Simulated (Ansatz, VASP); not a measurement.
# One calculation of KF (Carobbiite), two programs

```
CELL_PARAMETERS angstrom
-0.00001 2.70956 2.71005
2.71027 0.00001 2.71003
2.71013 2.70939 0.00016
ATOMIC_POSITIONS crystal
K 0.02545 0.00582 0.00197
F 0.52543 0.50577 0.50209
```

Alike in both runs: functional PBE; k mesh 7 × 7 × 7; occupations fermi-dirac, width 0.02 eV; no spin polarisation.

Ansatz relaxed the structure, and its values are those at the end. VASP's run is a single point on that final structure, the one shown.

|  | VASP | Ansatz |
| --- | --- | --- |
| version | VASP 6.6.1 | Ansatz 0.2.0 |
| potentials or method | VASP PAW PBE potentials, release 64 (K_sv, F) | PAW with Ansatz's default frozen-core files, scalar-relativistic |
| plane-wave cutoff (eV) | 520 | 420 |
| valence electrons in the cell | 16 | 16 |

```tsv
	VASP	Ansatz	Ansatz less VASP
pressure (GPa)	0.0	0.0	-0.01
```
